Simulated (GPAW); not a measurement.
# GaN (F-43m) in GPAW: notebook

One crystal, GaN, is run at these levels: AM05, PBEsol, PBE, RPBE, GLLB-SC; tasks: dielectric tensor.

Program: GPAW 26.7.0. These are calculated values, not measurements. Logs are shortened: lines on timing, memory, paths and dates and some standing lists are left out, and cuts for length are marked. The log counts tension as positive stress, the text compression.

**Measured values to compare with.**

A printed reference work, textbook reports, for a bulk crystal of GaN at 0 K: band gap 3.299 eV (direct).

The results are compared with them further down.

### Step 1. Starting point

It takes space group F-43m (No. 216, cubic). Conventional cell: a = 4.507 Å, b = 4.507 Å, c = 4.507 Å, α = 90.00°, β = 90.00°, γ = 90.00°. Around Ga (site symmetry -43m) lie 4 N at 1.95 Å. N (site symmetry -43m) is surrounded by 4 Ga at 1.95 Å.

The cell is a database's computed one.

### Step 2. Dielectric tensor, AM05

run.py reads:

```python
import numpy as np
from ase.dft.bandgap import bandgap
from ase.io import read, write
from gpaw import GPAW, PW, setup_paths
from gpaw.response.df import DielectricFunction

setup_paths.insert(0, '.')

atoms = read('POSCAR')

calc = GPAW(mode=PW(600),
            xc='AM05',
            kpts={'size': (8, 8, 8), 'gamma': True},
            occupations={'name': 'fermi-dirac', 'width': 0.001},
            nbands=11,
            convergence={'density': 1e-06},
            maxiter=150,
            txt='gpaw.txt')
atoms.calc = calc
energy = atoms.get_potential_energy()
calc.write('gs.gpw')
write('result.traj', atoms)
print(f'Energy: {energy:.6f} eV')
print('Fermi level:', round(calc.get_fermi_level(), 4), 'eV')
print(f'Gap: {bandgap(calc)[0]:.4f} eV, direct: {bandgap(calc, direct=True)[0]:.4f} eV')

for size in [(26, 26, 26)]:
    name = 'x'.join(str(n) for n in size)
    dense = calc.fixed_density(kpts={'size': size, 'gamma': True},
                               nbands=30, convergence={'bands': 24, 'eigenstates': 1e-7},
                               update_fermi_level=True, txt=f'dense-{name}.txt')
    dense.write(f'{name}.gpw', mode='all')
    df = DielectricFunction(f'{name}.gpw', frequencies=np.array([0.0]), hilbert=False, eta=0.001,
                            ecut=80, nbands=24, intraband=False, txt=f'df-{name}.txt')
    for xc in ['RPA']:
        for direction in ['x', 'y', 'z', [0, 1, 1], [1, 0, 1], [1, 1, 0]]:
            e0, e = df.get_macroscopic_dielectric_constant(xc=xc, direction=direction)
            print(f'{name} {xc} {direction}: {e0:.4f} without, {e:.4f} with local fields')
```

POSCAR reads:

```
GaN
1.0
    0.0000000000      2.2535006075      2.2535006075
    2.2535006075      0.0000000000      2.2535006075
    2.2535006075      2.2535006075      0.0000000000
Ga N
1 1
Direct
    0.0000000000      0.0000000000      0.0000000000
    0.2500000000      0.2500000000      0.2500000000
```

Potentials or basis: PAW data sets generated in the run's folder for this functional, pw.

The run is started by

```bash
$ gpaw-setup -f AM05 Ga N
$ OMP_NUM_THREADS=1 python run.py
```

gpaw.txt:

```text
__  _  _
 | _ |_)|_||  |
 |__||  | ||/\| - 26.7.0

Input parameters:
  mode=PW(ecut=600.0),
  convergence={'density': 1e-06},
  kpts=MonkhorstPack(size=(8, 8, 8), gamma=True),
  maxiter=150,
  nbands=11,
  occupations=Occupations(name='fermi-dirac', width=0.001),
  xc=XC(name='AM05')

Diagonalizing LCAO Hamiltonian
Converting LCAO to pw mode

           N
       Ga

Atoms  # Å, Bohr magnetons
|   | symbol |        x |        y |        z |    initial magnetic moments |
|---|--------|----------|----------|----------|-----------------------------|
| 0 |     Ga | 0.000000 | 0.000000 | 0.000000 | ( 0.0000,  0.0000,  0.0000) |
| 1 |      N | 1.126750 | 1.126750 | 1.126750 | ( 0.0000,  0.0000,  0.0000) |

Unit cell  # Å
| periodic |        x |        y |        z |  lengths |    angles |
|----------|----------|----------|----------|----------|-----------|
|      yes | 0.000000 | 2.253501 | 2.253501 | 3.186931 | 60.000000 |
|      yes | 2.253501 | 0.000000 | 2.253501 | 3.186931 | 60.000000 |
|      yes | 2.253501 | 2.253501 | 0.000000 | 3.186931 | 60.000000 |

Number of symmetries: 24
Symmetry operations  # r_c * U_cc + t_c -> r_c
|    | kind |            matrix            |
|----|------|------------------------------|
|  0 |  E   |  1, 0, 0,  0, 1, 0,  0, 0, 1 |
|  1 |  σ   |  1, 0, 0,  0, 0, 1,  0, 1, 0 |
|  2 |  σ   |  1, 0,-1,  0, 1,-1,  0, 0,-1 |
|  3 |  C3  |  1, 0,-1,  0, 0,-1,  0, 1,-1 |
|  4 |  C3  |  1,-1, 0,  0,-1, 1,  0,-1, 0 |
|  5 |  σ   |  1,-1, 0,  0,-1, 0,  0,-1, 1 |
|  6 |  σ   |  0, 1, 0,  1, 0, 0,  0, 0, 1 |
|  7 |  C3  |  0, 1, 0,  0, 0, 1,  1, 0, 0 |
|  8 |  C2  |  0, 1,-1,  1, 0,-1,  0, 0,-1 |
|  9 |  S4  |  0, 1,-1,  0, 0,-1,  1, 0,-1 |
| 10 |  C3  |  0, 0, 1,  1, 0, 0,  0, 1, 0 |
| 11 |  σ   |  0, 0, 1,  0, 1, 0,  1, 0, 0 |
| 12 |  S4  |  0, 0,-1,  1, 0,-1,  0, 1,-1 |
| 13 |  C3  |  0, 0,-1,  0, 1,-1,  1, 0,-1 |
| 14 |  S4  |  0,-1, 1,  1,-1, 0,  0,-1, 0 |
| 15 |  C2  |  0,-1, 1,  0,-1, 0,  1,-1, 0 |
| 16 |  C3  |  0,-1, 0,  1,-1, 0,  0,-1, 1 |
| 17 |  S4  |  0,-1, 0,  0,-1, 1,  1,-1, 0 |
| 18 |  S4  | -1, 1, 0, -1, 0, 1, -1, 0, 0 |
| 19 |  C3  | -1, 1, 0, -1, 0, 0, -1, 0, 1 |
| 20 |  C3  | -1, 0, 1, -1, 1, 0, -1, 0, 0 |
| 21 |  S4  | -1, 0, 1, -1, 0, 0, -1, 1, 0 |
| 22 |  σ   | -1, 0, 0, -1, 1, 0, -1, 0, 1 |
| 23 |  C2  | -1, 0, 0, -1, 0, 1, -1, 1, 0 |

BZ-sampling:
  Number of BZ points: 512
  Number of IBZ points: 29

  Monkhorst-Pack size: [8, 8, 8]
  Monkhorst-Pack shift: [0.0625, 0.0625, 0.0625]

K-points  # in reciprocal-cell coordinates
|     |                                coordinates |     weight |
|-----|--------------------------------------------|------------|
|   0 | (  0.00000000,   0.00000000,   0.00000000) | 0.00195312 |
|   1 | (  0.12500000,   0.12500000,   0.00000000) | 0.01171875 |
|   2 | (  0.12500000,   0.12500000,   0.12500000) | 0.01562500 |
|   3 | (  0.25000000,   0.12500000,   0.12500000) | 0.02343750 |
|   4 | (  0.25000000,   0.25000000,   0.00000000) | 0.01171875 |
|   5 | (  0.25000000,   0.25000000,   0.12500000) | 0.04687500 |
|   6 | (  0.25000000,   0.25000000,   0.25000000) | 0.01562500 |
|   7 | (  0.37500000,   0.25000000,  -0.37500000) | 0.04687500 |
|   8 | (  0.37500000,   0.25000000,   0.12500000) | 0.04687500 |
|   9 | (  0.37500000,   0.25000000,   0.25000000) | 0.04687500 |
| ... |                                            |            |
|  28 | (  0.50000000,   0.50000000,   0.50000000) | 0.00781250 |

Plane wave coefficients: 778
Cutoff: 600.0 eV

Spin-components: 1 (collinear spins)
Bands:           11
Projectors:      10
Spin-degeneracy: 2
Datatype:        complex128

Parallelization:
  kpt:    1
  domain: 1
  band:   1

Density:
  Valence electrons: 8.0
  Components: 1
  Grid points: [20 20 20]
  Charge: 0.0  # |e|

Potential:
  Grid points: [20 20 20]

species:
  Ga:
    name:    Gallium
    Z:       31.0
    valence: 3
    core:    28
    charge:  0.0  # [|e|]
    compensation charges:
      type: gauss
      rc: 0.37  # [Å]
      lmax: 2
    cutoffs:
      filter: 2.06  # [Å]
      core: 4.17  # [Å]
    projectors
    | kind |    occ | energy [eV] | rcut [Å] |
    |------|--------|-------------|----------|
    |   4s |  2.000 |      -8.914 |    1.164 |
    |   4p |  1.000 |      -2.533 |    1.164 |
    |    s |        |      18.298 |    1.164 |
    |    p |        |      24.678 |    1.164 |
    |    d |        |       0.000 |    1.164 |

    Using partial waves for Ga as LCAO basis

  N:
    name:    Nitrogen
    Z:       7.0
    valence: 5
    core:    2
    charge:  0.0  # [|e|]
    compensation charges:
      type: gauss
      rc: 0.18  # [Å]
      lmax: 2
    cutoffs:
      filter: 1.11  # [Å]
      core: 0.96  # [Å]
    projectors
    | kind |    occ | energy [eV] | rcut [Å] |
    |------|--------|-------------|----------|
    |   2s |  2.000 |     -18.394 |    0.603 |
    |   2p |  3.000 |      -7.016 |    0.529 |
    |    s |        |       8.817 |    0.603 |
    |    p |        |      20.196 |    0.529 |
    |    d |        |       0.000 |    0.577 |

    Using partial waves for N as LCAO basis

Reference energy: -54285.262810  # eV

eigensolver:
  PPCG
  Converge bands: occupied
  niter=2

density mixing:
  MSR1-Mixer
  Pratt-step length: 0.05
  Maximum mixing coefficient: 0.75
  Old densities: 10
  SVD Regularization: 0.005
  Good broyden scale: 1.0
  Trust region scale: 1.0
  Backstep threshold: 4.0
  History deletion threshold: 6.0
  Fourier metric: weight=20.0, sigma=0.015

occupation numbers:
  Fermi-Dirac:
    width: 0.0010  # eV

poisson solver:
  ecut: 4800.0  # eV

xc functional:
  name: AM05 with 2 nearest neighbor stencil

convergence criteria:
- Maximum integral of absolute [dens]ity change: 1e-06 electrons / valence electron
- Maximum [total energy] change in last 3 cyles: 0.0005 eV / valence electron
- Maximum integral of absolute [eigenst]ate change: 4e-08 eV^2 / valence electron
maximum number of iterations: 150

SCF iterations
|iter     | |      energy | eigst |  dens |
|---------|-|-------------|-------|-------|
|iter:   1| |  -14.046630 | -0.33 |       |
|iter:   2| |  -13.604882 | -2.09 | -0.58 |
|iter:   3| |  -12.403029 | -0.74 | -0.64 |
|iter:   4| |  -12.399951 | -3.26 | -1.31 |
|iter:   5| |  -12.400335c| -3.49 | -1.59 |
|iter:   6| |  -12.400373c| -5.44 | -2.83 |
|iter:   7| |  -12.400390c| -6.08 | -3.16 |
|iter:   8| |  -12.400390c| -8.22c| -4.32 |
|iter:   9| |  -12.400390c| -7.71c| -4.77 |
|iter:  10| |  -12.400390c| -9.20c| -5.96 |
|iter:  11| |  -12.400390c|-10.10c| -6.53c|

Converged in 11 steps
Energy contributions relative to reference atoms: (reference = -54285.262810)

Energy contributions:
  Kinetic:          32.726993
  Coulomb:         -28.617342
  Zero:              0.052748
  External:          0.000000
  Xc:              -16.562789
  Entropy:          -0.000000
  Spinorbit:         0.000000
  ----------------------------
  Free energy:     -12.400390
  Extrapolated:    -12.400390

dipole moment: (-12.601789, -12.601789, -12.601789)  # |e|*Ang

Fermi level: 6.348
Eigenvalues  # (at kpt = [0.000, 0.000, 0.000])
| band index |      eig [eV] | occ [0-2] |
|------------|---------------|-----------|
|          0 |        -9.526 |     2.000 |
|          1 |         6.317 |     2.000 |
|          2 |         6.317 |     2.000 |
|          3 |         6.317 |     2.000 |
|          4 |         8.154 |     0.000 |
|          5 |        16.627 |     0.000 |
|          6 |        16.627 |     0.000 |
|          7 |        16.627 |     0.000 |
|          8 |        23.896 |     0.000 |
|          9 |        24.665 |     0.000 |
|         10 |        24.671 |     0.000 |

Gap: 1.837 eV
Transition (v -> c):
  (s=0, k=0, n=3, [0.00, 0.00, 0.00]) -> (s=0, k=0, n=4, [0.00, 0.00, 0.00])
No difference between direct/indirect transitions
# Writing to gs.gpw (mode='')
```

Wall time 2.3 min (1 thread of Arm Neoverse V2, shared host); peak memory 0.56 GiB.

Results:

```
Free energy                             : -12.4004 eV
Band gap on the k mesh                  : 1.84 eV, direct
Electronic dielectric tensor (diagonal) : 5.62
```

Electronic dielectric tensor:
```
5.62 0.00 0.00
0.00 5.62 0.00
0.00 0.00 5.62
```

Caveat: the long-wavelength limit can be off by a per cent or two.

### Step 3. Dielectric tensor, PBEsol

run.py, as its differences from that of step 2:

```diff
@@ -11,3 +11,3 @@
 calc = GPAW(mode=PW(600),
-            xc='AM05',
+            xc='PBEsol',
             kpts={'size': (8, 8, 8), 'gamma': True},
```

POSCAR is that of step 2.

Potentials or basis: PAW data sets generated in the run's folder for this functional, pw.

The run is started by

```bash
$ gpaw-setup -f PBEsol Ga N
$ OMP_NUM_THREADS=1 python run.py
```

gpaw.txt:

```text
__  _  _
 | _ |_)|_||  |
 |__||  | ||/\| - 26.7.0

Input parameters:
  mode=PW(ecut=600.0),
  convergence={'density': 1e-06},
  kpts=MonkhorstPack(size=(8, 8, 8), gamma=True),
  maxiter=150,
  nbands=11,
  occupations=Occupations(name='fermi-dirac', width=0.001),
  xc=XC(name='PBEsol')

Diagonalizing LCAO Hamiltonian
Converting LCAO to pw mode

           N
       Ga

Atoms  # Å, Bohr magnetons
|   | symbol |        x |        y |        z |    initial magnetic moments |
|---|--------|----------|----------|----------|-----------------------------|
| 0 |     Ga | 0.000000 | 0.000000 | 0.000000 | ( 0.0000,  0.0000,  0.0000) |
| 1 |      N | 1.126750 | 1.126750 | 1.126750 | ( 0.0000,  0.0000,  0.0000) |

Unit cell  # Å
[... 166 lines left out ...]
|iter     | |      energy | eigst |  dens |
|---------|-|-------------|-------|-------|
|iter:   1| |  -14.499687 | -0.32 |       |
|iter:   2| |  -14.058461 | -2.09 | -0.58 |
|iter:   3| |  -12.858925 | -0.75 | -0.64 |
|iter:   4| |  -12.853256 | -3.21 | -1.31 |
|iter:   5| |  -12.852101 | -3.53 | -1.59 |
|iter:   6| |  -12.852117c| -5.68 | -2.87 |
|iter:   7| |  -12.852125c| -6.40 | -3.21 |
|iter:   8| |  -12.852125c| -7.53c| -4.42 |
|iter:   9| |  -12.852125c| -8.29c| -5.05 |
|iter:  10| |  -12.852125c| -9.48c| -5.91 |
|iter:  11| |  -12.852125c|-10.29c| -6.53c|

Converged in 11 steps
Energy contributions relative to reference atoms: (reference = -54320.405483)

Energy contributions:
  Kinetic:          32.423679
  Coulomb:         -28.398394
  Zero:              0.049849
  External:          0.000000
  Xc:              -16.927260
  Entropy:          -0.000000
  Spinorbit:         0.000000
  ----------------------------
  Free energy:     -12.852125
  Extrapolated:    -12.852125

dipole moment: (-12.616193, -12.616193, -12.616193)  # |e|*Ang

Fermi level: 6.288
Eigenvalues  # (at kpt = [0.000, 0.000, 0.000])
| band index |      eig [eV] | occ [0-2] |
|------------|---------------|-----------|
|          0 |        -9.615 |     2.000 |
|          1 |         6.268 |     2.000 |
|          2 |         6.268 |     2.000 |
|          3 |         6.268 |     2.000 |
|          4 |         8.025 |     0.000 |
|          5 |        16.557 |     0.000 |
|          6 |        16.557 |     0.000 |
|          7 |        16.557 |     0.000 |
|          8 |        23.743 |     0.000 |
|          9 |        24.550 |     0.000 |
|         10 |        24.558 |     0.000 |

Gap: 1.757 eV
Transition (v -> c):
  (s=0, k=0, n=3, [0.00, 0.00, 0.00]) -> (s=0, k=0, n=4, [0.00, 0.00, 0.00])
No difference between direct/indirect transitions
# Writing to gs.gpw (mode='')
```

Run time: 2.3 min. Hardware: 1 thread of Arm Neoverse V2, shared host; peak memory 0.56 GiB.

Results:

| Property | Result |
| --- | --- |
| Free energy | -12.8521 eV |
| Band gap on the k mesh | 1.76 eV, direct |
| Electronic dielectric tensor (diagonal) | 5.71 |

Electronic dielectric tensor:
```
5.71 0.00 0.00
0.00 5.71 0.00
0.00 0.00 5.71
```

Caveat: the long-wavelength limit can be off by a per cent or two.

### Step 4. Dielectric tensor, PBE

run.py, as its differences from that of step 3:

```diff
@@ -3,6 +3,4 @@
 from ase.io import read, write
-from gpaw import GPAW, PW, setup_paths
+from gpaw import GPAW, PW
 from gpaw.response.df import DielectricFunction
-
-setup_paths.insert(0, '.')
 
@@ -11,3 +9,3 @@
 calc = GPAW(mode=PW(600),
-            xc='PBEsol',
+            xc='PBE',
             kpts={'size': (8, 8, 8), 'gamma': True},
```

POSCAR is that of step 3.

Potentials or basis: GPAW PAW data sets (gpaw-data 1.2.1), pw.

The run is started by

```bash
$ OMP_NUM_THREADS=1 python run.py
```

gpaw.txt:

```text
__  _  _
 | _ |_)|_||  |
 |__||  | ||/\| - 26.7.0

Input parameters:
  mode=PW(ecut=600.0),
  convergence={'density': 1e-06},
  kpts=MonkhorstPack(size=(8, 8, 8), gamma=True),
  maxiter=150,
  nbands=11,
  occupations=Occupations(name='fermi-dirac', width=0.001),
  xc=XC(name='PBE')

Diagonalizing LCAO Hamiltonian
Converting LCAO to pw mode

           N
       Ga

Atoms  # Å, Bohr magnetons
|   | symbol |        x |        y |        z |    initial magnetic moments |
|---|--------|----------|----------|----------|-----------------------------|
| 0 |     Ga | 0.000000 | 0.000000 | 0.000000 | ( 0.0000,  0.0000,  0.0000) |
| 1 |      N | 1.126750 | 1.126750 | 1.126750 | ( 0.0000,  0.0000,  0.0000) |

Unit cell  # Å
[... 163 lines left out ...]
maximum number of iterations: 150

SCF iterations
|iter     | |      energy | eigst |  dens |
|---------|-|-------------|-------|-------|
|iter:   1| |  -13.683373 | -0.32 |       |
|iter:   2| |  -13.206661 | -2.06 | -0.57 |
|iter:   3| |  -11.920659 | -0.70 | -0.62 |
|iter:   4| |  -11.919030 | -3.24 | -1.30 |
|iter:   5| |  -11.919787c| -3.52 | -1.57 |
|iter:   6| |  -11.919814c| -5.55 | -2.84 |
|iter:   7| |  -11.919827c| -6.23 | -3.17 |
|iter:   8| |  -11.919827c| -8.37c| -4.37 |
|iter:   9| |  -11.919827c| -8.04c| -4.86 |
|iter:  10| |  -11.919827c| -9.44c| -5.93 |
|iter:  11| |  -11.919827c|-10.31c| -6.62c|

Converged in 11 steps
Energy contributions relative to reference atoms: (reference = -54366.393033)

Energy contributions:
  Kinetic:          32.995382
  Coulomb:         -28.725280
  Zero:              0.056271
  External:          0.000000
  Xc:              -16.246200
  Entropy:          -0.000000
  Spinorbit:         0.000000
  ----------------------------
  Free energy:     -11.919827
  Extrapolated:    -11.919827

dipole moment: (-12.570949, -12.570949, -12.570949)  # |e|*Ang

Fermi level: 6.608
Eigenvalues  # (at kpt = [0.000, 0.000, 0.000])
| band index |      eig [eV] | occ [0-2] |
|------------|---------------|-----------|
|          0 |        -9.481 |     2.000 |
|          1 |         6.408 |     2.000 |
|          2 |         6.408 |     2.000 |
|          3 |         6.408 |     2.000 |
|          4 |         8.212 |     0.000 |
|          5 |        16.801 |     0.000 |
|          6 |        16.801 |     0.000 |
|          7 |        16.801 |     0.000 |
|          8 |        24.093 |     0.000 |
|          9 |        24.823 |     0.000 |
|         10 |        24.826 |     0.000 |

Gap: 1.804 eV
Transition (v -> c):
  (s=0, k=0, n=3, [0.00, 0.00, 0.00]) -> (s=0, k=0, n=4, [0.00, 0.00, 0.00])
No difference between direct/indirect transitions
# Writing to gs.gpw (mode='')
```

stdout:

```text
Energy: -11.919827 eV
Fermi level: 6.6079 eV
Gap: 1.8038 eV, direct: 1.8038 eV
26x26x26 RPA x: 5.8816 without, 5.5978 with local fields
26x26x26 RPA y: 5.8816 without, 5.5978 with local fields
26x26x26 RPA z: 5.8816 without, 5.5978 with local fields
26x26x26 RPA [0, 1, 1]: 5.8816 without, 5.5978 with local fields
26x26x26 RPA [1, 0, 1]: 5.8816 without, 5.5978 with local fields
26x26x26 RPA [1, 1, 0]: 5.8816 without, 5.5978 with local fields
```

df-26x26x26.txt:

```text
FrequencyGridDescriptor(from 0.000 to 0.000 eV, 1 points)
FrequencyGridDescriptor(from 0.000 to 0.000 eV, 1 points)

Calculating chi0 body with:
    Ground state adapter containing:
    Number of spins: 1
    Number of kpoints: 17576
    Number of irreducible kpoints: 511
    Number of completely occupied states: 4
    Number of partially occupied states: 4

    Linear response parametrization:
    q_c: [0.0, 0.0, 0.0]
    Number of frequency points: 1
    Planewave cutoff: 80.0
    Number of bands: 24
    Number of planewaves: 27
    Broadening (eta): 0.001

Integrating chi0 body.

Symmetries of q_c:
    Direct symmetries (Uq -> q): 24
    Indirect symmetries (TUq -> q): 24
In total 48 allowed symmetries.

Integral kind: response function

Calculating chi0 optical extensions with:
    Ground state adapter containing:
    Number of spins: 1
    Number of kpoints: 17576
    Number of irreducible kpoints: 511
    Number of completely occupied states: 4
    Number of partially occupied states: 4

    Linear response parametrization:
    Number of frequency points: 1
    Planewave cutoff: 80.0
    Number of bands: 24
    Number of planewaves: 27
    Broadening (eta): 0.001
Integrating chi0 head and wings.

Symmetries of q_c:
    Direct symmetries (Uq -> q): 24
    Indirect symmetries (TUq -> q): 24
In total 48 allowed symmetries.

Integral kind: response function wings

Finished calculating chi0
```

Run time: 2.3 min. Hardware: 1 thread of Arm Neoverse V2, shared host; peak memory 0.55 GiB.

What came out:

| Property | Result |
| --- | --- |
| Free energy | -11.9198 eV |
| Band gap on the k mesh | 1.80 eV, direct |
| Electronic dielectric tensor (diagonal) | 5.60 |

Electronic dielectric tensor:
```
5.60 0.00 0.00
0.00 5.60 0.00
0.00 0.00 5.60
```

Caveat: the long-wavelength limit can be off by a per cent or two.

(Continued in part 2 of 2.)
